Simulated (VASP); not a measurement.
# Ti: relaxation of cell and atoms with PBE

The system is Ti.

```
Ti
1.0
     2.94256    0.00000    0.00000
    -1.47128    2.54834    0.00000
     0.00000    0.00000    4.59313
Ti
2
Direct
  0.33333 0.66667 0.25000
  0.66667 0.33333 0.75000
```

* Program: VASP 6.6.1
* Task: relaxation of cell and atoms
* Functional: PBE
* Potentials or basis: VASP PAW PBE potentials, release 64 (Ti_sv)
* Cutoff: 520 eV
* k mesh: 3 × 3 × 2
* Occupations: gaussian, width 0.1 eV
* Spin: no spin polarisation
* Further INCAR settings: ALGO = Normal; EDIFF = 1e-07; IBRION = 2; EDIFFG = -0.002; NSW = 80; ISIF = 3

The pressure after relaxing is 0.0 GPa and the band gap on the k mesh is none (metal or under the smearing width).

Final structure:
```
Ti
1.0
     2.94256    0.00000    0.00000
    -1.47128    2.54834    0.00000
     0.00000    0.00000    4.59313
Ti
2
Direct
  0.33333 0.66667 0.25000
  0.66667 0.33333 0.75000
```

Levels at points of the mesh, in eV from the Fermi level:
| k point | band 9 | band 10 | band 11 | band 12 | band 13 | band 14 | band 15 | band 16 |
| --- | --- | --- | --- | --- | --- | --- | --- | --- |
| (0.00, 0.00, 0.00) | -6.20 | -2.67 | 0.79 | 0.79 | 0.95 | 1.00 | 1.32 | 1.32 |
| (0.00, 0.00, 0.50) | -4.30 | -4.30 | 0.16 | 0.16 | 0.67 | 0.67 | 0.67 | 0.67 |

Run time: 11 s on 1 thread of Intel(R) Xeon(R) Platinum 8375C CPU @ 2.90GHz (Ice Lake), with other jobs on the host, peak memory 0.14 GiB.

Caveat: the k mesh is coarse (spacing up to 0.82 Å⁻¹), so the values aren't converged; the relaxation stopped at its first step, so nothing moved.
